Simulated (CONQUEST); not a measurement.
# NbP under changes of volume

One of the cells (16.103 Å³/atom); the others are scaled copies at fixed shape and fractional positions:

```xyz
8
Lattice="3.3498 0.0000 0.0000 0.0000 3.3498 0.0000 0.0000 0.0000 11.4802" Properties=species:S:1:pos:R:3 pbc="T T T"
Nb    0.0000    1.6749    8.6088
Nb    1.6749    0.0000    2.8687
Nb    0.0000    0.0000    5.7387
Nb    1.6749    1.6749   11.4788
P     0.0000    1.6749    3.8200
P     1.6749    0.0000    9.5601
P     0.0000    0.0000    0.9500
P     1.6749    1.6749    6.6901
```

The cell is a database's computed one.

* Program: CONQUEST 1.3
* Functional: PBE
* Potentials or basis: PseudoDojo NC PBE, DZP, grid of 32 × 32 × 108 points
* k mesh: 8 × 8 × 3
* Occupations: fermi-dirac, width 0.05 eV
* Spin: no spin polarisation

```tsv
volume (Å³/atom)	energy over the lowest point (meV/atom)	pressure (GPa)
15.137	?	?
15.459	20.78	9.8
15.781	5.87	5.1
16.103	0.00	1.0
16.425	1.90	-2.7
16.747	10.78	-6.1
17.069	26.28	-9.2
```

Question: What does the run at 15.137 Å³/atom give?

Answer: Energy over the lowest point 45.33 meV/atom; pressure 15.0 GPa.

Worked out: A Birch-Murnaghan fit of order 3 (a polynomial in V^(-2/3)) to the other rows has its minimum at 16.18 Å³/atom with B0 = V·E''(V) = 192 GPa and B' = 4.4 at fixed shape and positions, which overstates the stiffness. It gives 45.39 meV/atom at 15.137 Å³/atom, against the run's 45.33, and -dE/dV = 14.9 GPa, against 15.0.

Energies are extrapolated to zero smearing.

Caveats: the basis of atomic orbitals isn't converged, which shifts pressures, moduli and gaps; the real-space grid is too coarse here: the forces don't sum to zero and aren't listed, and the energy moves when atoms move against the grid (some runs).
